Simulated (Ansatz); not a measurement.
# Mn (P6_3/mmc) in Ansatz: notebook

One crystal, Mn, is run at these levels: PBE; tasks: single point.

All numbers are computed with Ansatz 0.2.0; they aren't measurements. Logs are shortened: lines on timing, memory, paths and dates and some standing lists are left out, and cuts for length are marked.

**1. The structure**

Symmetry: P6_3/mmc, No. 194, hexagonal system. The conventional cell has a = 2.484 Å, b = 2.484 Å, c = 4.026 Å, α = 90.00°, β = 90.00°, γ = 120.00°. Mn (site symmetry -6m2) has 12 Mn at 2.47 to 2.48 Å as nearest neighbours.

This isn't the form of Mn at room conditions, which is a 58-atom cubic cell.

**2. Single point, PBE, collinear spin, ferromagnetic start**

input.yaml

```yaml
crystal:
  lattice:
    - [2.4836457705, 0.0, 0.0]
    - [-1.2418228853, 2.1509003313, 0.0]
    - [0.0, 0.0, 4.026195]
  atoms:
    - { symbol: Mn, position: [0.3333333333, 0.6666666667, 0.25], spin: 4.0 }
    - { symbol: Mn, position: [0.6666666667, 0.3333333333, 0.75], spin: 4.0 }
hamiltonian:
  xc: pbe
  pseudopotentials: { kind: paw }
magnetization:
  spin_polarized: true
kpoints:
  mp_grid: { grid: [12, 12, 7] }
scf:
  occupations: { method: gaussian, width: 0.024 }
output:
  forces: true
  stress: true
  eigenvalues: true
```

Potentials or basis: Ansatz PAW.

On the command line:

```sh
$ ansatz run input.yaml --threads 2 --pin off --max-ram 5632MiB --backend cpu --events-out ev --progress --plain --runs-dir out
```

The program printed:

```text
Warning: RAYON_NUM_THREADS=2 ignored (pool sized by the plan → 2); use --threads N
Engine: ansatz 0.2.0, x86_64-unknown-linux-gnu
Pseudopotentials: kind: paw
Pseudopotential: Mn, paw, valence charge 15, recommended cutoff 420 eV (normal), Mn.paw.azcp
Functional definition: PBE
  parameter kappa = 0.804
  parameter beta = 0.06672455060314922
  exchange = pbe_x(kappa = kappa, mu = beta*pi^2/3)
  correlation = pbe_c(beta = beta)
Crystal: 2 atoms, lattice volume = 21.508 Å³
Basis set: ecut = 420 eV, 391 PW (Γ), exchange–correlation on 36×36×54 points (8 copies of the dense FFT grid, shifted against one another)
Bands: 23, of which v1, the nominal top of the filled ones, is band 15 counted from 1 (14 counted from 0)
Symmetry: 24 space group operations
Space group: P63/mmc (ITA 194), of the structure as read, at distance tolerance 2.8e-5 Å
Magnetic group: BNS 194.263 (UNI 1493), of the structure as read, at distance tolerance 2.8e-5 Å
k-points: 76 of 1008
Non-local potential: Mn, projectors of the file, l = 0: 3, l = 1: 2, l = 2: 3, l = 3: 1
PAW form: soft (Blöchl's): semilocal exchange-correlation on the pseudo side does not see the compensation charge
PAW one-centre angular grid: Mn, 590 points (default); XC on 64 Gauss nodes
Initial density: superposition of atomic densities (chi_scale 0.1, normalization cell)
Starting moments: Σ|m| = 8 μB on 2 of 2 sites
Initial wavefunctions: pseudopotential atomic-orbital guess
Functional: x = pbe(κ = 0.804, μ = 0.2195149727645171), c = pbe(β = 0.06672455060314922)
SCF iter   1: F=—  HF=-7803.073040 eV  |F-HF|=—  |Δ(HF+E_count)|=         —  Δρ=4.70e-1 (↑4.70e-1 ↓2.90e-1)  dr2=6.36e0  dr2_m=2.81e1  M=0.858 μB ∫|m|=0.887 μB  β_m=0.30  ethr=3.10e-3  ⟨swp⟩=3.8  Hψ=12459  notcnv=0
Mixer restart at iter 1: flushing history
preconditioner: auto → none  [metal: Δε(μ)=0.009 eV  Ē_g=9.104 eV  σ=0.024 eV  W_gap=0.21  n_scr=2 (ndim 8)  ℏωp=30.0 eV  f_vac=0.000  D(μ)=2.15/eV (n_scr^D=22)  sad-step TF]
SCF iter   2: F=—  HF=-7797.867973 eV  |F-HF|=—  |Δ(HF+E_count)|=    5.21e0  Δρ=2.80e-1 (↑2.80e-1 ↓2.23e-1)  dr2=8.33e-1  dr2_m=1.24e1  M=1.119 μB ∫|m|=1.125 μB  β_m=0.56  ethr=3.10e-3  ⟨swp⟩=3.5  Hψ=7745  notcnv=0  defer=424
SCF iter   3: F=—  HF=-7798.311108 eV  |F-HF|=—  |Δ(HF+E_count)|=   4.43e-1  Δρ=1.47e-1 (↑1.47e-1 ↓4.38e-2)  dr2=2.06e0  dr2_m=1.60e0  M=0.354 μB ∫|m|=0.361 μB  β_m=0.50  ethr=2.78e-3  ⟨swp⟩=3.2  Hψ=6718  notcnv=0  defer=424
SCF iter   4: F=—  HF=-7797.528482 eV  |F-HF|=—  |Δ(HF+E_count)|=   7.83e-1  Δρ=3.47e-2 (↑1.98e-2 ↓3.47e-2)  dr2=3.31e-2  dr2_m=1.43e-1  M=0.124 μB ∫|m|=0.133 μB  β_m=0.75  ethr=2.78e-3  ⟨swp⟩=3.5  Hψ=7365  notcnv=0  defer=433
SCF iter   5: F=—  HF=-7797.579549 eV  |F-HF|=—  |Δ(HF+E_count)|=   5.11e-2  Δρ=9.85e-3 (↑9.85e-3 ↓4.12e-3)  dr2=2.15e-2  dr2_m=3.64e-3  M=-0.003 μB ∫|m|=0.013 μB  β_m=0.87  ethr=1.10e-4  ⟨swp⟩=3.1  Hψ=6773  notcnv=0  defer=434
SCF iter   6: F=—  HF=-7797.571976 eV  |F-HF|=—  |Δ(HF+E_count)|=   7.57e-3  Δρ=4.29e-4 (↑4.29e-4 ↓3.96e-4)  dr2=1.02e-5  dr2_m=2.74e-5  M=0.001 μB ∫|m|=0.003 μB  β_m=0.85  ethr=7.17e-5  ⟨swp⟩=2.5  Hψ=5231  notcnv=0  defer=434
SCF iter   7: F=—  HF=-7797.571979 eV  |F-HF|=—  |Δ(HF+E_count)|=   2.89e-6  Δρ=1.86e-4 (↑1.86e-4 ↓1.43e-4)  dr2=6.93e-6  dr2_m=2.37e-6  M=0.000 μB ∫|m|=0.001 μB  β_m=0.93  ethr=3.40e-8  ⟨swp⟩=2.0  Hψ=5815  notcnv=0  defer=434
SCF iter   8: F=—  HF=-7797.571979 eV  |F-HF|=—  |Δ(HF+E_count)|=   4.58e-7  Δρ=5.94e-5 (↑5.94e-5 ↓3.37e-5)  dr2=5.92e-7  dr2_m=2.18e-7  M=0.000 μB ∫|m|=0.000 μB  β_m=0.95  ethr=2.31e-8  ⟨swp⟩=2.4  Hψ=5091  notcnv=0  defer=434
SCF iter   9: F=—  HF=-7797.571979 eV  |F-HF|=—  |Δ(HF+E_count)|=   4.98e-8  Δρ=5.53e-6 (↑4.95e-6 ↓5.53e-6)  dr2=7.62e-9  dr2_m=2.98e-10  M=-0.000 μB ∫|m|=0.000 μB  β_m=0.94  ethr=1.97e-9  ⟨swp⟩=2.5  Hψ=5615  notcnv=0  defer=434
SCF iter  10: F=-7797.571979 eV  HF=-7797.571979 eV  |F-HF|=7.26e-10  |Δ(HF+E_count)|=   2.29e-9  Δρ=1.87e-6 (↑1.84e-6 ↓1.87e-6)  dr2=8.70e-10  dr2_m=1.95e-11  M=0.000 μB ∫|m|=0.000 μB  ethr=2.54e-11  ⟨swp⟩=6.3  Hψ=14563  notcnv=0
SCF 1 converged in 10 iterations: F = -7797.571979 eV  dr2 = 8.70e-10
Symmetry: 12 space group operations
k-points: 76 of 1008 (time reversal used)
Initial density: read from a saved state, or passed on in memory by an earlier SCF of this step, an earlier step, the calling program or the single point that the run made first
Starting moments: Σ|m| = 8 μB on 2 of 2 sites; this step starts from the density that it was given
Initial wavefunctions: those read from a saved state, or passed on in memory by an earlier step or the calling program
iter 1 solved again at ethr=2.90e-12 eV; its pass at ethr=3.33e-6 eV (dr2=8.69e-10 eV) is discarded
SCF iter   1: F=—  HF=-7797.571979 eV  |F-HF|=—  |Δ(HF+E_count)|=         —  Δρ=1.87e-6 (↑1.84e-6 ↓1.87e-6)  dr2=8.69e-10  dr2_m=1.95e-11  M=0.000 μB ∫|m|=0.000 μB  ethr=2.90e-12  ⟨swp⟩=1.0  Hψ=17162  notcnv=0
preconditioner: auto → none  [metal: Δε(μ)=0.004 eV  Ē_g=8.824 eV  σ=0.024 eV  W_gap=0.09  n_scr=2 (ndim 8)  ℏωp=30.0 eV  f_vac=0.000  D(μ)=1.97/eV (n_scr^D=22)]
SCF iter   2: F=—  HF=-7797.572099 eV  |F-HF|=—  |Δ(HF+E_count)|=   1.20e-4  Δρ=2.53e-4 (↑2.16e-4 ↓2.53e-4)  dr2=4.05e-6  dr2_m=9.54e-6  M=-0.000 μB ∫|m|=0.270 μB  ethr=3.33e-6  ⟨swp⟩=1.0  Hψ=14080  notcnv=0
SCF iter   3: F=—  HF=-7797.572221 eV  |F-HF|=—  |Δ(HF+E_count)|=   1.22e-4  Δρ=5.52e-5 (↑3.82e-5 ↓5.52e-5)  dr2=1.19e-6  dr2_m=1.97e-7  M=0.000 μB ∫|m|=0.519 μB  ethr=8.33e-8  ⟨swp⟩=1.4  Hψ=9973  notcnv=0
SCF iter   4: F=—  HF=-7797.572222 eV  |F-HF|=—  |Δ(HF+E_count)|=   1.16e-6  Δρ=3.81e-5 (↑3.81e-5 ↓1.24e-5)  dr2=3.34e-7  dr2_m=9.97e-8  M=0.000 μB ∫|m|=0.477 μB  ethr=5.81e-9  ⟨swp⟩=1.0  Hψ=7611  notcnv=0
SCF iter   5: F=—  HF=-7797.572223 eV  |F-HF|=—  |Δ(HF+E_count)|=   9.06e-7  Δρ=5.33e-6 (↑5.33e-6 ↓4.45e-6)  dr2=5.44e-9  dr2_m=2.87e-9  M=0.000 μB ∫|m|=0.491 μB  ethr=3.33e-10  ⟨swp⟩=1.9  Hψ=9708  notcnv=0
SCF iter   6: F=-7797.572223 eV  HF=-7797.572223 eV  |F-HF|=1.78e-10  |Δ(HF+E_count)|=   2.90e-8  Δρ=5.39e-7 (↑5.39e-7 ↓5.26e-7)  dr2=9.97e-11  dr2_m=4.54e-12  M=-0.000 μB ∫|m|=0.494 μB  ethr=4.06e-11  ⟨swp⟩=1.2  Hψ=8790  notcnv=0
SCF iter   7: F=-7797.572223 eV  HF=-7797.572223 eV  |F-HF|=1.79e-10  |Δ(HF+E_count)|=  9.09e-13  Δρ=5.37e-7 (↑5.37e-7 ↓5.26e-7)  dr2=9.94e-11  dr2_m=4.53e-12  M=-0.000 μB ∫|m|=0.494 μB  ethr=1.00e-12  ⟨swp⟩=1.6  Hψ=10321  notcnv=0
SCF 2 converged in 7 iterations: F = -7797.572223 eV  dr2 = 9.94e-11
an SCF along what the orbitals of the run's state read of its open shells (or to have them read: on a GPU, or by another smearing), with 12 of the crystal's symmetry operations given up, reached no lower state that the run goes on to. This is no proof of a minimum
WARN: the starting moments were not kept: the SCF closed with an absolute magnetisation of 4.4e-6 μB, where they sum to 8 μB in size (2 sites). That is at most 0.1 of that sum. Measured as dr2_m measures the in/out step, that magnetisation stands 8.2e-12 eV from none, at or under the dr2_threshold of 1.0e-7 eV: it is no larger than a step whose dr2_m would equal this threshold. The system may hold no moment; this SCF shows only that its start led to no more than that. To try another start: raise the starting moments (crystal.atoms[].spin, magnetization.per_species, magnetization.initial_magnetization, or on a non-collinear deck that types none of these the spinor_matrix: blocks that start its atoms; where the total moment is fixed, keep their sum and leave initial_magnetization as it is; typed ones take the place of any that the run laid by itself, positive ones on a crystal's lanthanoids without a Hubbard term where scf.initial_density.shell_occupations: [] is typed) or, if the notice of its spin-set hold's release reads "site moments contracting" or "site moments show no strong build", lengthen the hold (scf.mixing.spin_hold: { on: { confirm: 4 } }; for m-r²SCAN on two components see the key's manual first). Each may lead to a state that holds a moment. A second SCF, from the converged charge density, with the starting moments and any scf.initial_density.shell_occupations laid on it anew, would have followed, and was not run: the deck does not ask for one (magnetization.retry_lost_moments is false, the default). To let it run, set magnetization.retry_lost_moments: true and run the deck again, where that key's refused combinations let it; where memory then withholds it, that run's warning says so.
SCF converged after 10 iterations
Magnetization: 0.0000 μB (15.0000 up, 15.0000 down)
Absolute magnetization: 0.0000 μB (∫|ρ↑−ρ↓|, with the PAW one-centre terms)
Spin contamination: 0.0000 ħ² per cell (⟨S²⟩ above its minimum at these occupations)
Per-site moments (μB) at R_I (Å): [(1.1297305845647073e-6, 1.0195283593829112), (1.129730584682847e-6, 1.0195283593829112)]
Free energy (F): -7797.571979 eV
Harris-Foulkes:  -7797.571979 eV  (|F-HF|=7.26e-10)
Internal energy: -7797.571411 eV  (E = F + TS)
E sigma→0 (E₀):  -7797.571695 eV
Entropy (-TS):   -0.000568 eV (-0.284 meV/atom)
Fermi energy:    20.180336 eV
--- Per-component energies (eV) ---
  E_band       = -315.183987
  E_kinetic    = 617.060453
  E_local      = -3125.080098  (includes V_loc(G=0)·N_el)
  E_nonlocal   = 472.503386
  E_hartree    = 1301.219563
  E_xc         = -231.712706
  E_vxc        = -296.970463  (∫ρ·V_xc dr)
  E_paw        = -2592.265544  (= ΣΔE_a)
  E_vpaw       = -585.136616  (= ΣTr[D̂ρ^β])
  E_aug_tail   = -0.000017  (compensation charges beyond the density's cutoff)
  E_ewald      = -4239.296449
  E_smearing   = -0.000568  (= −TS)
  E_closure    = 0.000000  (closes the sum)
  Σ components = -7797.571979   (vs F -7797.571979, Δ=0.00e0)
--- Forces (eV/Å), atoms counted from 1 ---
  atom   1  Mn     0.00000000    -0.00000000     0.00000000
  atom   2  Mn    -0.00000000     0.00000000    -0.00000000
  max |Σ_I F_I| component: 2.31e-18 eV/Å
--- Stress (GPa, compression-positive) ---
       -1.275903      -0.000000       0.000000
        0.000000      -1.275903      -0.000000
        0.000000      -0.000000      -1.236744
  P = ⅓ Tr σ = -1.2628 GPa (-12.628 kbar)
--- Band table (eV; the first three rows and the last of 152) ---
  k-point 0 ↑: bands = ["-58.9892", "-58.8287", "-28.0543", "-27.3848", "-27.3848", "-27.2806", "-27.2806", "-27.2768", "11.9472", "15.7280", "19.1952", "19.2320", "19.2320", "19.7025", "19.7025", "20.2349", "20.2349", "20.8437", "21.7959", "21.7959", "29.3983", "40.8752", "44.1072"]
  k-point 1 ↑: bands = ["-58.9814", "-58.8367", "-28.0169", "-27.3796", "-27.3796", "-27.3164", "-27.2857", "-27.2857", "12.1653", "15.6907", "19.1119", "19.1652", "19.1652", "19.6214", "19.6214", "20.2694", "20.4086", "20.4086", "21.7859", "21.7859", "30.3382", "40.6545", "43.6129"]
  k-point 2 ↑: bands = ["-58.9593", "-58.8592", "-27.9115", "-27.4269", "-27.3652", "-27.3652", "-27.3002", "-27.3002", "12.7924", "15.4504", "18.8986", "19.0846", "19.0846", "19.2414", "19.4300", "19.4300", "20.7866", "20.7866", "21.7150", "21.7150", "32.5609", "39.9454", "42.3067"]
  k-point 75 ↓: bands = ["-58.7961", "-58.7961", "-27.8828", "-27.8828", "-27.7535", "-27.7007", "-27.4183", "-27.4183", "17.3149", "17.4045", "17.4045", "17.5100", "18.5772", "18.5772", "20.0889", "20.3906", "21.8494", "21.8494", "27.8970", "27.8970", "28.9838", "30.2369", "32.3292"]
```

Run time: 39 s. Hardware: 2 threads of Intel Xeon at 2.50GHz (Skylake/Cascade Lake), shared host; peak memory 0.54 GiB.

Results:

```
Free energy            : -7797.5720 eV
Pressure               : -1.3 GPa
Band gap on the k mesh : none (metal or under the smearing width)
Net moment             : 0.00 μB per cell
Absolute moment        : 0.00 μB per cell
```

Levels at points of the mesh, in eV from the Fermi level:
Spin up:
```csv
k point,band 11,band 12,band 13,band 14,band 15,band 16,band 17,band 18,band 19,band 20
"(0.00, 0.00, 0.00)",-0.99,-0.95,-0.95,-0.48,-0.48,0.05,0.05,0.66,1.62,1.62
"(0.00, -0.50, 0.00)",-3.70,-1.37,-1.15,-0.95,-0.43,1.83,1.97,2.05,3.58,5.66
```
Spin down:
| k point | band 13 | band 14 | band 15 | band 16 | band 17 | band 18 |
| --- | --- | --- | --- | --- | --- | --- |
| (0.00, 0.00, 0.00) | -0.95 | -0.48 | -0.48 | 0.05 | 0.05 | 0.66 |
| (0.00, -0.50, 0.00) | -1.15 | -0.95 | -0.43 | 1.83 | 1.97 | 2.05 |

Caveat: the starting moments collapsed, and a magnetic state may lie lower; the starting moments weren't kept.

**3. Single point, PBE, collinear spin, ferromagnetic start**

input.yaml: that of step 2 with these lines changed.

```diff
@@ -16,3 +16,3 @@
 scf:
-  occupations: { method: gaussian, width: 0.024 }
+  occupations: { method: gaussian, width: 0.025 }
 output:
```

Potentials or basis: Ansatz PAW.

On the command line:

```sh
$ ansatz run input.yaml --threads 2 --pin off --max-ram 5632MiB --backend cpu --events-out ev --progress --plain --runs-dir out
```

The program printed:

```text
Warning: RAYON_NUM_THREADS=2 ignored (pool sized by the plan → 2); use --threads N
[... 8 set-up lines as earlier in the session ...]
Crystal: 2 atoms, lattice volume = 21.508 Å³
Basis set: ecut = 420 eV, 391 PW (Γ), exchange–correlation on 36×36×54 points (8 copies of the dense FFT grid, shifted against one another)
Bands: 23, of which v1, the nominal top of the filled ones, is band 15 counted from 1 (14 counted from 0)
[... 2 set-up lines as earlier in the session ...]
Magnetic group: BNS 194.263 (UNI 1493), of the structure as read, at distance tolerance 2.8e-5 Å
k-points: 76 of 1008
[... 4 set-up lines as earlier in the session ...]
Starting moments: Σ|m| = 8 μB on 2 of 2 sites
[... 36 lines left out ...]
Spin contamination: 0.0000 ħ² per cell (⟨S²⟩ above its minimum at these occupations)
Per-site moments (μB) at R_I (Å): [(1.0601044194475706e-6, 1.0195283593829112), (1.060104419091754e-6, 1.0195283593829112)]
Free energy (F): -7797.572003 eV
Harris-Foulkes:  -7797.572003 eV  (|F-HF|=7.07e-10)
Internal energy: -7797.571382 eV  (E = F + TS)
E sigma→0 (E₀):  -7797.571693 eV
Entropy (-TS):   -0.000622 eV (-0.311 meV/atom)
Fermi energy:    20.180214 eV
--- Per-component energies (eV) ---
  E_band       = -315.184155
  E_kinetic    = 617.060266
  E_local      = -3125.079131  (includes V_loc(G=0)·N_el)
  E_nonlocal   = 472.503166
  E_hartree    = 1301.218846
  E_xc         = -231.712729
  E_vxc        = -296.970494  (∫ρ·V_xc dr)
  E_paw        = -2592.265333  (= ΣΔE_a)
  E_vpaw       = -585.136309  (= ΣTr[D̂ρ^β])
  E_aug_tail   = -0.000017  (compensation charges beyond the density's cutoff)
  E_ewald      = -4239.296449
  E_smearing   = -0.000622  (= −TS)
  E_closure    = 0.000000  (closes the sum)
  Σ components = -7797.572003   (vs F -7797.572003, Δ=0.00e0)
--- Forces (eV/Å), atoms counted from 1 ---
  atom   1  Mn     0.00000000    -0.00000000     0.00000000
  atom   2  Mn    -0.00000000     0.00000000    -0.00000000
  max |Σ_I F_I| component: 1.16e-18 eV/Å
--- Stress (GPa, compression-positive) ---
       -1.276530       0.000000       0.000000
        0.000000      -1.276530      -0.000000
        0.000000      -0.000000      -1.234224
  P = ⅓ Tr σ = -1.2624 GPa (-12.624 kbar)
--- Band table (eV; the first three rows and the last of 152) ---
  k-point 0 ↑: bands = ["-58.9892", "-58.8287", "-28.0542", "-27.3848", "-27.3848", "-27.2806", "-27.2806", "-27.2767", "11.9472", "15.7280", "19.1952", "19.2319", "19.2319", "19.7025", "19.7025", "20.2349", "20.2349", "20.8438", "21.7959", "21.7959", "29.3983", "40.8752", "44.1072"]
  k-point 1 ↑: bands = ["-58.9814", "-58.8368", "-28.0168", "-27.3797", "-27.3797", "-27.3164", "-27.2858", "-27.2858", "12.1653", "15.6907", "19.1119", "19.1652", "19.1652", "19.6214", "19.6214", "20.2694", "20.4086", "20.4086", "21.7859", "21.7859", "30.3382", "40.6545", "43.6129"]
  k-point 2 ↑: bands = ["-58.9593", "-58.8592", "-27.9115", "-27.4269", "-27.3653", "-27.3653", "-27.3003", "-27.3003", "12.7924", "15.4504", "18.8986", "19.0845", "19.0845", "19.2414", "19.4300", "19.4300", "20.7866", "20.7866", "21.7151", "21.7151", "32.5609", "39.9454", "42.3067"]
  k-point 75 ↓: bands = ["-58.7961", "-58.7961", "-27.8828", "-27.8828", "-27.7535", "-27.7007", "-27.4182", "-27.4182", "17.3149", "17.4045", "17.4045", "17.5100", "18.5771", "18.5771", "20.0889", "20.3906", "21.8495", "21.8495", "27.8970", "27.8970", "28.9838", "30.2369", "32.3292"]
```

Run time: 35 s. Hardware: 2 threads of Intel Xeon at 2.50GHz (Skylake/Cascade Lake), shared host; peak memory 0.54 GiB.

Results:

```yaml
Free_energy: -7797.5720 eV
Pressure: -1.3 GPa
Band_gap_on_the_k_mesh: none (metal or under the smearing width)
Net_moment: 0.00 μB per cell
Absolute_moment: 0.00 μB per cell
```

Caveat: the starting moments collapsed, and a magnetic state may lie lower; the starting moments weren't kept.

**4. Single point, PBE, collinear spin, ferromagnetic start**

input.yaml: that of step 3 with these lines changed.

```diff
@@ -16,3 +16,3 @@
 scf:
-  occupations: { method: gaussian, width: 0.025 }
+  occupations: { method: gaussian, width: 0.026 }
 output:
```

On the command line:

```sh
$ ansatz run input.yaml --threads 2 --pin off --max-ram 5632MiB --backend cpu --events-out ev --progress --plain --runs-dir out
```

Wall time 29 s (2 threads of Intel Xeon at 2.50GHz (Skylake/Cascade Lake), shared host); peak memory 0.54 GiB.

It converged, with:

```yaml
Free_energy: -7797.5720 eV
Pressure: -1.3 GPa
Band_gap_on_the_k_mesh: none (metal or under the smearing width)
Net_moment: 0.00 μB per cell
Absolute_moment: 0.00 μB per cell
```

Levels at points of the mesh, in eV from the Fermi level:
Spin up:
```
            k point  band 12  band 13  band 14  band 15  band 16  band 17  band 18  band 19
 (0.00, 0.00, 0.00)    -0.95    -0.95    -0.48    -0.48     0.05     0.05     0.66     1.62
(0.00, -0.50, 0.00)    -1.37    -1.15    -0.95    -0.43     1.83     1.97     2.05     3.58
```
Spin down:
| k point | band 12 | band 13 | band 14 | band 15 | band 16 | band 17 | band 18 | band 19 |
| --- | --- | --- | --- | --- | --- | --- | --- | --- |
| (0.00, 0.00, 0.00) | -0.95 | -0.95 | -0.48 | -0.48 | 0.05 | 0.05 | 0.66 | 1.62 |
| (0.00, -0.50, 0.00) | -1.37 | -1.15 | -0.95 | -0.43 | 1.83 | 1.97 | 2.05 | 3.58 |

Caveat: the starting moments collapsed, and a magnetic state may lie lower; the starting moments weren't kept.
